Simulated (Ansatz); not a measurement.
Wanted: the native input for an Ansatz 0.2.0 run.

```
Task                : single point
Functional          : PBE
Potentials or basis : Ansatz PAW
Cutoff              : 420 eV (not typed: the program's choice for these potentials)
k mesh              : 9 × 9 × 9
Occupations         : gaussian, width 0.026 eV
Spin                : no spin polarisation
```

The system is ZrO2.

```
Zr O
1.0
     0.00000    2.54507    2.54507
     2.54507    0.00000    2.54507
     2.54507    2.54507    0.00000
Zr O
1 2
Direct
  0.00000 0.00000 0.00000
  0.75000 0.75000 0.75000
  0.25000 0.25000 0.25000
```

Measurements of this composition are mostly on another form, of space group No. 14.

The input as run:

input.yaml

```yaml
crystal:
  lattice:
    - [0.0, 2.5450727058, 2.5450727058]
    - [2.5450727058, 0.0, 2.5450727058]
    - [2.5450727058, 2.5450727058, 0.0]
  atoms:
    - { symbol: Zr, position: [0.0, 0.0, 0.0] }
    - { symbol: O, position: [0.75, 0.75, 0.75] }
    - { symbol: O, position: [0.25, 0.25, 0.25] }
hamiltonian:
  xc: pbe
  pseudopotentials: { kind: paw }
kpoints:
  mp_grid: { grid: [9, 9, 9] }
scf:
  occupations: { method: gaussian, width: 0.026 }
output:
  forces: true
  stress: true
  eigenvalues: true
```

Potentials or basis: Ansatz PAW.

Run with:

```bash
$ ansatz run input.yaml --threads 2 --pin off --max-ram 5632MiB --backend cpu --events-out ev --progress --plain --runs-dir out
```

It gave:

```yaml
Pressure: 3.7 GPa
Band_gap_on_the_k_mesh: 3.41 eV, indirect (least direct gap 3.89 eV)
```

Caveat: odd divisions of the mesh miss points on the zone boundary, where band edges often lie, so the gap on the mesh can be too wide; the pressure holds a Pulay correction of +0.7 GPa for the finite cutoff.

Wall time 0.39 s on 2 threads of AMD EPYC 9R45 96-Core Processor (Zen 5) (shared host), peak memory 0.37 GiB.
